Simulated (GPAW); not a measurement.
# FeO (I4/mmm) in GPAW: reference runs

Reference runs on FeO: the cell as given.

Everything below comes from runs of GPAW 26.7.0. Logs are shortened: lines on timing, memory, paths and dates and some standing lists are left out, and cuts for length are marked. The log counts tension as positive stress, the text compression.

### Step 1. The structure

It takes space group I4/mmm (No. 139, tetragonal). The conventional cell has a = 3.204 Å, b = 3.204 Å, c = 4.167 Å, α = 90.00°, β = 90.00°, γ = 90.00°. Around Fe (site symmetry 4/mmm) lie 6 O at 2.08 to 2.27 Å. Around O (site symmetry 4/mmm) lie 6 Fe at 2.08 to 2.27 Å.

The cell comes from a database or a generator and needn't be the stable form of this composition.

### Step 2. Single point, PBEsol, collinear spin, ferromagnetic start

run.py

```python
from ase import Atoms
from ase.dft.bandgap import bandgap
from ase.io import write
from ase.units import Bohr, GPa
from gpaw import GPAW, PW, setup_paths
from gpaw.elf import elf_from_dft_calculation

setup_paths.insert(0, '.')

atoms = Atoms(['Fe', 'O'],
              cell=[[-1.602103413, 1.602103413, 2.08339225],
                    [1.602103413, -1.602103413, 2.08339225],
                    [1.602103413, 1.602103413, -2.08339225]],
              scaled_positions=[[0.0, 0.0, 0.0],
                                [0.5, 0.5, 0.0]],
              pbc=True)
atoms.set_initial_magnetic_moments([3.0, 0.0])

calc = GPAW(mode=PW(800),
            xc='PBEsol',
            kpts={'size': (12, 12, 12), 'gamma': True},
            occupations={'name': 'fermi-dirac', 'width': 0.05},
            nbands=17,
            convergence={'density': 1e-05, 'energy': 1e-05},
            maxiter=150,
            txt='gpaw.txt')
atoms.calc = calc
energy = atoms.get_potential_energy()
forces = atoms.get_forces()
stress = atoms.get_stress()
calc.write('gs.gpw')
write('result.traj', atoms)
print(f'Energy: {energy:.6f} eV')
print('Forces (eV/A):')
print(forces.round(4))
print('Stress (GPa):', (stress / GPa).round(3))
print('Moments:', calc.get_magnetic_moments().round(3))
print('Fermi level:', round(calc.get_fermi_level(), 4), 'eV')
print(f'Gap: {bandgap(calc)[0]:.4f} eV, direct: {bandgap(calc, direct=True)[0]:.4f} eV')

# fields on the real-space grid
write('density.cube', atoms, data=calc.get_pseudo_density() * Bohr**3)
write('potential.cube', atoms, data=calc.get_electrostatic_potential())
write('spin.cube', atoms, data=(calc.get_pseudo_density(spin=0) - calc.get_pseudo_density(spin=1)) * Bohr**3)
write('elf.cube', atoms, data=elf_from_dft_calculation(calc).data)
```

Potentials or basis: PAW data sets generated in the run's folder for this functional, pw.

Run with:

```sh
$ gpaw-setup -f PBEsol Fe O
$ OMP_NUM_THREADS=1 python run.py
```

gpaw.txt:

```text
__  _  _
 | _ |_)|_||  |
 |__||  | ||/\| - 26.7.0

Input parameters:
  mode=PW(ecut=800.0),
  convergence={'density': 1e-05, 'energy': 1e-05},
  kpts=MonkhorstPack(size=(12, 12, 12), gamma=True),
  maxiter=150,
  nbands=17,
  occupations=Occupations(name='fermi-dirac', width=0.05),
  xc=XC(name='PBEsol')

Diagonalizing LCAO Hamiltonian
Converting LCAO to pw mode

       O

       Fe

Atoms  # Å, Bohr magnetons
|   | symbol |        x |        y |        z |    initial magnetic moments |
|---|--------|----------|----------|----------|-----------------------------|
| 0 |     Fe | 0.000000 | 0.000000 | 0.000000 | ( 0.0000,  0.0000,  3.0000) |
| 1 |      O | 0.000000 | 0.000000 | 2.083392 | ( 0.0000,  0.0000,  0.0000) |

Unit cell  # Å
| periodic |         x |         y |         z |  lengths |     angles |
|----------|-----------|-----------|-----------|----------|------------|
|      yes | -1.602103 |  1.602103 |  2.083392 | 3.077985 | 117.267883 |
|      yes |  1.602103 | -1.602103 |  2.083392 | 3.077985 | 117.267883 |
|      yes |  1.602103 |  1.602103 | -2.083392 | 3.077985 |  94.801117 |

Number of symmetries: 16
Symmetry operations  # r_c * U_cc + t_c -> r_c
|    | kind |            matrix            |
|----|------|------------------------------|
|  0 |  σ   |  1, 1, 1,  0, 0,-1,  0,-1, 0 |
|  1 |  C4  |  1, 1, 1,  0, 0,-1, -1, 0, 0 |
|  2 |  E   |  1, 0, 0,  0, 1, 0,  0, 0, 1 |
|  3 |  σ   |  1, 0, 0,  0, 1, 0, -1,-1,-1 |
|  4 |  σ   |  0, 1, 0,  1, 0, 0,  0, 0, 1 |
|  5 |  C2  |  0, 1, 0,  1, 0, 0, -1,-1,-1 |
|  6 |  C2  |  0, 0, 1, -1,-1,-1,  1, 0, 0 |
|  7 |  S4  |  0, 0, 1, -1,-1,-1,  0, 1, 0 |
|  8 |  C4  |  0, 0,-1,  1, 1, 1,  0,-1, 0 |
|  9 |  σ   |  0, 0,-1,  1, 1, 1, -1, 0, 0 |
| 10 |  σ   |  0,-1, 0, -1, 0, 0,  1, 1, 1 |
| 11 |  C2  |  0,-1, 0, -1, 0, 0,  0, 0,-1 |
| 12 |  C2  | -1, 0, 0,  0,-1, 0,  1, 1, 1 |
| 13 |  i   | -1, 0, 0,  0,-1, 0,  0, 0,-1 |
| 14 |  S4  | -1,-1,-1,  0, 0, 1,  1, 0, 0 |
| 15 |  C2  | -1,-1,-1,  0, 0, 1,  0, 1, 0 |

BZ-sampling:
  Number of BZ points: 1728
  Number of IBZ points: 163

  Monkhorst-Pack size: [12, 12, 12]
  Monkhorst-Pack shift: [0.041666666666666664, 0.041666666666666664, 0.041666666666666664]

K-points  # in reciprocal-cell coordinates
|     |                                coordinates |     weight |
|-----|--------------------------------------------|------------|
|   0 | ( -0.00000000,  -0.00000000,  -0.00000000) | 0.00057870 |
|   1 | (  0.08333333,  -0.08333333,  -0.00000000) | 0.00231481 |
|   2 | (  0.08333333,  -0.08333333,   0.08333333) | 0.00231481 |
|   3 | (  0.08333333,  -0.00000000,  -0.00000000) | 0.00462963 |
|   4 | (  0.08333333,   0.08333333,  -0.08333333) | 0.00115741 |
|   5 | (  0.16666667,  -0.16666667,  -0.00000000) | 0.00231481 |
|   6 | (  0.16666667,  -0.16666667,   0.08333333) | 0.00462963 |
|   7 | (  0.16666667,  -0.16666667,   0.16666667) | 0.00231481 |
|   8 | (  0.16666667,  -0.08333333,  -0.00000000) | 0.00925926 |
|   9 | (  0.16666667,  -0.08333333,   0.08333333) | 0.00462963 |
| ... |                                            |            |
| 162 | (  0.50000000,   0.50000000,   0.50000000) | 0.00057870 |

Plane wave coefficients: 1121
Cutoff: 800.0 eV

Spin-components: 2 (collinear spins)
Bands:           17
Projectors:      11
Spin-degeneracy: 1
Datatype:        complex128

Parallelization:
  kpt:    1
  domain: 1
  band:   1

Density:
  Valence electrons: 14.0
  Components: 2
  Grid points: [21 21 21]
  Charge: 0.0  # |e|

Potential:
  Grid points: [21 21 21]

species:
  Fe:
    name:    Iron
    Z:       26.0
    valence: 8
    core:    18
    charge:  0.0  # [|e|]
    compensation charges:
      type: gauss
      rc: 0.33  # [Å]
      lmax: 2
    cutoffs:
      filter: 2.06  # [Å]
      core: 2.67  # [Å]
    projectors
    | kind |    occ | energy [eV] | rcut [Å] |
    |------|--------|-------------|----------|
    |   4s |  2.000 |      -5.310 |    1.164 |
    |   4p |  0.000 |      -1.300 |    1.058 |
    |   3d |  6.000 |      -7.529 |    1.058 |
    |    s |        |      21.902 |    1.164 |
    |    p |        |      25.911 |    1.058 |
    |    d |        |      19.682 |    1.058 |

    Using partial waves for Fe as LCAO basis

  O:
    name:    Oxygen
    Z:       8.0
    valence: 6
    core:    2
    charge:  0.0  # [|e|]
    compensation charges:
      type: gauss
      rc: 0.21  # [Å]
      lmax: 2
    cutoffs:
      filter: 1.17  # [Å]
      core: 0.83  # [Å]
    projectors
    | kind |    occ | energy [eV] | rcut [Å] |
    |------|--------|-------------|----------|
    |   2s |  2.000 |     -23.808 |    0.688 |
    |   2p |  4.000 |      -8.972 |    0.598 |
    |    s |        |       3.404 |    0.688 |
    |    p |        |      18.239 |    0.598 |
    |    d |        |       0.000 |    0.619 |

    Using partial waves for O as LCAO basis

Reference energy: -36621.116537  # eV

eigensolver:
  PPCG
  Converge bands: occupied
  niter=2

density mixing:
  MSR1-Mixer
  Pratt-step length: 0.05
  Maximum mixing coefficient: 0.75
  Old densities: 10
  SVD Regularization: 0.005
  Good broyden scale: 1.0
  Trust region scale: 1.0
  Backstep threshold: 4.0
  History deletion threshold: 6.0
  Fourier metric: weight=20.0, sigma=0.015

occupation numbers:
  Fermi-Dirac:
    width: 0.0500  # eV

poisson solver:
  ecut: 6400.0  # eV

xc functional:
  name: PBEsol with 2 nearest neighbor stencil

convergence criteria:
- Maximum integral of absolute [dens]ity change: 1e-05 electrons / valence electron
- Maximum [total energy] change in last 3 cyles: 1e-05 eV / valence electron
- Maximum integral of absolute [eigenst]ate change: 4e-08 eV^2 / valence electron
maximum number of iterations: 150

SCF iterations
|iter     | |      energy | eigst |  dens |  magmom |
|---------|-|-------------|-------|-------|---------|
|iter:   1| |  -17.134579 | -0.12 |       |  +3.0023|
|iter:   2| |  -16.926170 | -2.05 | -0.74 |  +3.0522|
|iter:   3| |  -16.642217 | -1.85 | -0.78 |  +3.5778|
|iter:   4| |  -16.686333 | -2.68 | -1.26 |  +3.8523|
|iter:   5| |  -16.698441 | -3.56 | -1.65 |  +3.9993|
|iter:   6| |  -16.697037 | -4.06 | -2.20 |  +4.0066|
|iter:   7| |  -16.697297 | -4.86 | -2.53 |  +4.0026|
|iter:   8| |  -16.697325 | -5.71 | -3.14 |  +4.0021|
|iter:   9| |  -16.697327c| -6.65 | -3.57 |  +4.0012|
|iter:  10| |  -16.697327c| -7.60c| -4.44 |  +4.0014|
|iter:  11| |  -16.697327c| -8.23c| -4.87 |  +4.0014|
|iter:  12| |  -16.697327c| -8.69c| -5.81c|  +4.0014|

Converged in 12 steps
Energy contributions relative to reference atoms: (reference = -36621.116537)

Energy contributions:
  Kinetic:          20.606096
  Coulomb:         -18.829020
  Zero:              0.251602
  External:          0.000000
  Xc:              -18.719575
  Entropy:          -0.012860
  Spinorbit:         0.000000
  ----------------------------
  Free energy:     -16.703757
  Extrapolated:    -16.697327

dipole moment: (-8.360715, -8.360715, 0.833117)  # |e|*Ang

Total magnetic moment: (0.000000, 0.000000, 4.001444)

Local magnetic moments
|        x |        y |        z |
|----------|----------|----------|
| 0.000000 | 0.000000 | 3.533009 |  # Fe   0
| 0.000000 | 0.000000 | 0.229986 |  # O    1

Fermi level: 8.255
Eigenvalues  # (at kpt = [-0.000, -0.000, -0.000])
| band index |      eig [eV] | occ [0-1] |      eig [eV] | occ [0-1] |
|------------|---------------|-----------|---------------|-----------|
|          0 |       -12.063 |     1.000 |       -11.528 |     1.000 |
|          1 |         4.332 |     1.000 |         4.834 |     1.000 |
|          2 |         4.346 |     1.000 |         5.156 |     1.000 |
|          3 |         4.346 |     1.000 |         5.156 |     1.000 |
|          4 |         4.495 |     1.000 |         7.505 |     1.000 |
|          5 |         4.565 |     1.000 |         7.505 |     1.000 |
[... 9 lines left out ...]
|         15 |        26.441 |     0.000 |        28.030 |     0.000 |
|         16 |        29.346 |     0.000 |        30.517 |     0.000 |

No gap
No difference between direct/indirect transitions

Forces  # eV/Ang
|        x |        y |        z |
|----------|----------|----------|
| -0.00000 | -0.00000 |  0.00000 |  # Fe   0
|  0.00000 |  0.00000 | -0.00000 |  # O    1

Stress tensor  # eV/Ang^3
|        x |        y |        z |
|----------|----------|----------|
| 0.103763 | 0.000000 | 0.000000 |
| 0.000000 | 0.103763 | 0.000000 |
| 0.000000 | 0.000000 | 0.074456 |

# Writing to gs.gpw (mode='')
```

stdout:

```text
Energy: -16.697327 eV
Forces (eV/A):
[[-0. -0.  0.]
 [ 0.  0. -0.]]
Stress (GPa): [16.625 16.625 11.929  0.     0.     0.   ]
Moments: [3.533 0.23 ]
Fermi level: 8.2548 eV
Gap: 0.0000 eV, direct: 0.0000 eV
```

It took 2.2 min on 1 thread of Arm Neoverse V2, shared host; peak memory 0.29 GiB.

What came out:

```yaml
Free_energy: -16.7038 eV
Pressure: -15.1 GPa
Band_gap_on_the_k_mesh: none (metal or under the smearing width)
Net_moment: 4.00 μB per cell
Site_moments: Fe +3.53; O +0.23 μB
```

Levels at points of the mesh, in eV from the Fermi level:
Spin up:
| k point | band 5 | band 6 | band 7 | band 8 | band 9 | band 10 | band 11 | band 12 | band 13 |
| --- | --- | --- | --- | --- | --- | --- | --- | --- | --- |
| (0.00, 0.00, 0.00) | -3.76 | -3.69 | -3.69 | -3.62 | -3.60 | -0.34 | 14.94 | 16.26 | 16.26 |
| (0.50, 0.00, 0.50) | -3.10 | -3.02 | -2.51 | -0.83 | -0.20 | 3.58 | 7.69 | 10.90 | 12.84 |
| (0.50, 0.50, 0.00) | -4.53 | -3.36 | -2.88 | -2.85 | -2.78 | 4.59 | 7.69 | 10.61 | 13.34 |
| (0.50, 0.50, 0.50) | -4.61 | -3.27 | -2.84 | -2.84 | -2.75 | 4.70 | 8.75 | 9.57 | 13.02 |
Spin down:
```csv
k point,band 1,band 2,band 3,band 4,band 5,band 6,band 7,band 8,band 9,band 10
"(0.00, 0.00, 0.00)",-19.78,-3.42,-3.10,-3.10,-0.75,-0.75,-0.45,-0.37,0.03,1.00
"(0.50, 0.00, 0.50)",-18.72,-7.71,-5.05,-4.88,0.27,0.53,0.64,2.22,2.82,4.09
"(0.50, 0.50, 0.00)",-18.73,-6.72,-4.51,-3.95,-1.89,0.53,0.56,0.81,1.03,5.94
"(0.50, 0.50, 0.50)",-18.58,-6.54,-4.48,-4.48,-2.00,0.72,0.74,0.74,1.06,6.05
```

Caveat: so large a pressure means that the cell lies far from this level's equilibrium, or that cutoff or potentials fall short; a cell with one magnetic atom can't hold antiferromagnetic order, which such compounds often take; semilocal functionals often make such compounds metallic where correlation or magnetic order opens a gap, which also shifts bond lengths. With open d or f shells a metallic result of PBEsol can be an artefact of self-interaction; +U or a hybrid may open a gap.
